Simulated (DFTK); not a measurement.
Moving the functional in InP

The structure is cubic, space group F-43m (No. 216). The conventional cell has a = 5.861 Å, b = 5.861 Å, c = 5.861 Å, α = 90.00°, β = 90.00°, γ = 90.00°. In (site symmetry -43m) is surrounded by 4 P at 2.54 Å. P (site symmetry -43m) has 4 In at 2.54 Å as nearest neighbours.

Kept alike: task band structure; k mesh 7 × 7 × 7; occupations fermi-dirac, width 0.05 eV; no spin polarisation. Program: DFTK, SG15 1.2 (PBE), cutoff 1225 eV. The mesh is that of the run's cell of 2 atoms. No spin-orbit coupling.

| functional | band gap (eV) | pressure (GPa) |
| --- | --- | --- |
| LDA | 0.529 | -0.61 |
| PBEsol | 0.631 | 1.06 |
| r2SCAN | 0.760 | 0.21 |

Pressure is positive in compression; the values hold the error of the finite cutoff, so their zero can differ a little from the energy's minimum. Runs of this series that gave no sound value for these columns are left out. Gaps are the smaller of the mesh's and the band path's. All rows use potentials made for PBE.

The band gap runs from 0.529 (LDA) to 0.760 eV (r2SCAN). Measured: 1.42 eV (arxiv:cond-mat/0006134); nearest r2SCAN, 0.660 eV off. Semilocal gaps fall short of quasiparticle gaps. The pressure runs from -0.61 (LDA) to 1.06 GPa (PBEsol). A positive pressure means that the functional's own cell is larger than the one given, a negative one that it is smaller.
